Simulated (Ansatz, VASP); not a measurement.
This is a calculation of BaZrO3 for Ansatz 0.2.0. 

Contents of input.yaml:

```yaml
crystal:
  lattice:
    - [4.19134, 0.0, 0.0]
    - [0.0, 4.19134, 0.0]
    - [0.0, 0.0, 4.19134]
  atoms:
    - { symbol: Ba, position: [0.0, 0.0, 0.0] }
    - { symbol: Zr, position: [0.5, 0.5, 0.5] }
    - { symbol: O, position: [0.5, 0.5, 0.0] }
    - { symbol: O, position: [0.5, 0.0, 0.5] }
    - { symbol: O, position: [0.0, 0.5, 0.5] }
hamiltonian:
  xc: pbe
  pseudopotentials: { kind: paw }
kpoints:
  mp_grid: { grid: [6, 6, 6] }
scf:
  occupations: { method: fermi_dirac, width: 0.05 }
output:
  forces: true
  stress: true
  eigenvalues: true
```

Potentials or basis: Ansatz PAW.

Command:

```bash
$ ansatz run input.yaml --threads 2 --pin off --max-ram 5120MiB --backend cpu --events-out ev --progress --plain --runs-dir out
```

Problem. Translate it to VASP 6.6.1. Potentials or basis there: PBE PAW files Ba_sv, O, Zr_sv, 520 eV.

Solution. As run (cutoffs and basis follow the program's own potentials, and thresholds, step limits or extra output files can differ):

The input INCAR:

```
SYSTEM = BaZrO3
PREC = Accurate
ENCUT = 520
EDIFF = 1E-7
ISMEAR = -1
SIGMA = 0.05
LREAL = .False.
LASPH = .True.
NELM = 100
ALGO = Normal
ISIF = 2
LWAVE = .False.
LCHARG = .False.
GGA = PE
NBANDS = 28
```

The input KPOINTS:

```
Automatic mesh
0
Gamma
  6 6 6
  0 0 0
```

POSCAR

```
BaZrO3
1.0
    4.1913400000      0.0000000000      0.0000000000
    0.0000000000      4.1913400000      0.0000000000
    0.0000000000      0.0000000000      4.1913400000
Ba Zr O
1 1 3
Direct
    0.0000000000      0.0000000000      0.0000000000
    0.5000000000      0.5000000000      0.5000000000
    0.5000000000      0.5000000000      0.0000000000
    0.5000000000      0.0000000000      0.5000000000
    0.0000000000      0.5000000000      0.5000000000
```

Potentials or basis: VASP PAW PBE potentials, release 64 (Ba_sv, Zr_sv, O).

Command:

```bash
$ cat potpaw_PBE.64/Ba_sv/POTCAR potpaw_PBE.64/Zr_sv/POTCAR potpaw_PBE.64/O/POTCAR > POTCAR
$ mpirun -np 1 vasp_std > vasp.out
```

Both were run:

|  | Ansatz | VASP |
| --- | --- | --- |
| Pressure | 4.0 GPa | 5.1 GPa |

Ansatz's pressure holds a Pulay term of +0.50 GPa for its cutoff of 420 eV, which the other run lacks.

Where Ansatz's input types no cutoff or centring, it takes its own default and a Γ-centred mesh.

Pressure is positive in compression.
